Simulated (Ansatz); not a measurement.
**VO₂: what a change does to the field gradients**

Base: a COD entry, whose atoms a relaxation with PBE at fixed cell left in place.

```yaml
crystal:
  lattice:
    - [4.55460, 0.00000, 0.00000]
    - [0.00000, 4.55460, 0.00000]
    - [0.00000, 0.00000, 2.85280]
  atoms:
    - { symbol: V, position: [0.00000, 0.00000, 0.00000] }
    - { symbol: V, position: [0.50000, 0.50000, 0.50000] }
    - { symbol: O, position: [0.30010, 0.30010, 0.00000] }
    - { symbol: O, position: [0.19990, 0.80010, 0.50000] }
    - { symbol: O, position: [0.69990, 0.69990, 0.00000] }
    - { symbol: O, position: [0.80010, 0.19990, 0.50000] }
```

Sites (sets of like atoms) are named by element and the number of their first atom in this list.

All values are calculated (Ansatz; DFT, PBE, plane waves and PAW, scalar-relativistic, collinear spin, 420 eV cutoff, Γ-centred 10×10×16 k-points, Fermi–Dirac smearing 0.05 eV), not measured. Start moments as typed (μB): 1 on each V, none on the rest.

(1) Variant: z stretched by 2 %, ions relaxed. What happens to the gradients (10²¹ V/m²)?

## Answers

(1) 

```json
{"site": "V", "atoms": "1, 2", "V_zz base": "-0.71", "η base": "0.09", "V_zz variant": "-0.49", "η variant": "0.51"}
{"site": "O", "atoms": "3, 4, 5, 6", "V_zz base": "-2.91", "η base": "0.90", "V_zz variant": "-3.01", "η variant": "0.77"}
```

The largest change of V_zz along a kept axis is on O, from -2.91 to -3.01. The whole tensor moves most on V, by 0.82 along its most changed direction. In per cent, |V_zz| changes by +3 on O (all sites that start above 2). On V the largest principal value lies along another axis in the second run, so the two V_zz can't be compared directly.

With no gap above 0.1 eV, as in a metal, the gradients converge slowly in k; expect changes of a tenth or more on a denser mesh. Semilocal functionals can leave a metal where correlation in the d or f shell opens a gap in the real compound, and that would change the values at and beside V. All moments are parallel here, as the start or the cell imposes; many such compounds order antiparallel, where fields and spin densities carried over to other atoms largely cancel. The magnetic order is the one that the run reached from its start moments, not necessarily the measured one.
